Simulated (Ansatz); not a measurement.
Molecular dynamics on a 2×2×2 supercell (24 atoms) of Na2S (antifluorite), relaxed with r2SCAN. Forces come from PBEsol in the plane-wave code Ansatz: constant energy and volume (NVE), velocities drawn at 1700 K, steps of 2 fs. Computed, non-magnetic; the trajectory is short and the cell small, so nothing here is a converged average.

```yaml
crystal:
  lattice:
    - [0.0, 6.5108649016, 6.5108649016]
    - [6.5108649016, 0.0, 6.5108649016]
    - [6.5108649016, 6.5108649016, 0.0]
  atoms:
    - { symbol: S, position: [0.0, 0.0, 0.0] }
    - { symbol: Na, position: [0.125, 0.125, 0.125] }
    - { symbol: Na, position: [0.375, 0.375, 0.375] }
    - { symbol: S, position: [0.0, 0.0, 0.5] }
    - { symbol: Na, position: [0.125, 0.125, 0.625] }
    - { symbol: Na, position: [0.375, 0.375, 0.875] }
    - { symbol: S, position: [0.0, 0.5, 0.0] }
    - { symbol: Na, position: [0.125, 0.625, 0.125] }
    - { symbol: Na, position: [0.375, 0.875, 0.375] }
    - { symbol: S, position: [0.0, 0.5, 0.5] }
    - { symbol: Na, position: [0.125, 0.625, 0.625] }
    - { symbol: Na, position: [0.375, 0.875, 0.875] }
    - { symbol: S, position: [0.5, 0.0, 0.0] }
    - { symbol: Na, position: [0.625, 0.125, 0.125] }
    - { symbol: Na, position: [0.875, 0.375, 0.375] }
    - { symbol: S, position: [0.5, 0.0, 0.5] }
    - { symbol: Na, position: [0.625, 0.125, 0.625] }
    - { symbol: Na, position: [0.875, 0.375, 0.875] }
    - { symbol: S, position: [0.5, 0.5, 0.0] }
    - { symbol: Na, position: [0.625, 0.625, 0.125] }
    - { symbol: Na, position: [0.875, 0.875, 0.375] }
    - { symbol: S, position: [0.5, 0.5, 0.5] }
    - { symbol: Na, position: [0.625, 0.625, 0.625] }
    - { symbol: Na, position: [0.875, 0.875, 0.875] }
kpoints:
  mp_grid: { grid: [2, 2, 2] }
hamiltonian:
  xc: pbesol
scf:
  occupations: { method: fermi_dirac, width: 0.146 }
md:
  ensemble: nve
  temperature: 1700
  timestep: 2.0
  n_steps: 20
  initial_velocities: maxwell_boltzmann
  seed: 3085
```

Command: `ansatz run input.yaml --threads 4 --pin off --max-ram 3686MiB --backend cpu --events-out ev --progress --plain --runs-dir out`. It took 2.2 min on 4 threads of Arm Neoverse V1, on a shared host; peak host memory 1.9 GiB.

```
step  t (fs)  T (K)  free energy F from step 0 (meV/atom)  kinetic energy (meV/atom)  largest force (eV/Å)
   0       0   1700                                   0.0                      210.6                  0.00
   1       2   1693                                   0.9                      209.7                  0.20
   2       4   1673                                   3.4                      207.2                  0.40
   3       6   1639                                   7.5                      203.1                  0.60
   4       8   1593                                  13.2                      197.4                  0.80
   5      10   1536                                  20.3                      190.3                  1.01
   6      12   1469                                  28.7                      182.0                  1.21
   7      14   1393                                  38.1                      172.5                  1.41
   8      16   1310                                  48.4                      162.2                  1.61
   9      18   1222                                  59.3                      151.3                  1.80
  10      20   1131                                  70.6                      140.1                  1.97
  11      22   1039                                  82.0                      128.7                  2.13
  12      24    949                                  93.1                      117.6                  2.27
  13      26    863                                 103.8                      106.9                  2.37
  14      28    782                                 113.8                       96.9                  2.45
  15      30    709                                 123.0                       87.8                  2.50
  16      32    643                                 131.1                       79.6                  2.52
  17      34    586                                 138.2                       72.6                  2.51
  18      36    538                                 144.1                       66.7                  2.48
  19      38    499                                 148.9                       61.8                  2.42
  20      40    469                                 152.7                       58.1                  2.35
```

The temperature goes from 1700 K to 469 K in 40 fs. The atoms start on their lattice sites with kinetic energy alone, so much of it first passes into potential energy. The conserved energy stays within 0.18 meV an atom. By the last step the atoms have moved 0.39 Å in the root mean square, the drift of the whole cell taken out, 0.82 Å at most.

Positions (Å) and forces (eV/Å) at step 20:
```
S    0.066   0.294   0.130    -1.027   0.068  -0.279
Na   1.988   1.733   1.808    -0.281   0.051  -0.643
Na   4.935   4.633   5.125    -0.102   0.274  -0.366
S    3.523   3.123  -0.128    -0.517   0.372   0.957
Na   4.930   4.731   1.501     0.105  -0.113   0.082
Na   7.865   8.193   4.584     0.213  -0.277   0.818
S    3.231  -0.122   3.385     0.058   0.662  -0.422
Na   4.610   1.657   4.884     0.192  -0.181   0.283
Na   8.322   4.740   8.372    -0.308   0.230  -0.924
S    6.538   2.918   3.466    -0.657   0.363  -0.814
Na   7.711   4.984   4.241     0.604   0.191   1.189
Na  11.054   7.836   8.218     1.088   0.566  -0.334
S   -0.165   3.365   3.292     0.598  -0.167  -0.757
Na   1.832   4.912   4.682    -1.024   0.387  -0.077
Na   5.163   7.939   8.265    -0.137  -0.141  -0.416
S    3.513   6.240   3.343    -0.128   0.326  -0.145
Na   4.935   8.250   4.869     0.100  -0.698  -0.026
Na   7.877  11.796   8.100     0.274  -0.145   0.335
S    2.677   3.815   6.639     1.633  -1.680  -0.193
Na   4.866   4.790   7.873    -0.004   0.105   0.671
Na   8.119   8.161  11.504     0.482  -0.101   0.262
S    6.647   6.336   6.421     0.033   0.307   0.165
Na   8.406   8.413   8.113    -0.866  -0.491   0.260
Na  11.577  11.508  11.331    -0.330   0.089   0.374
```
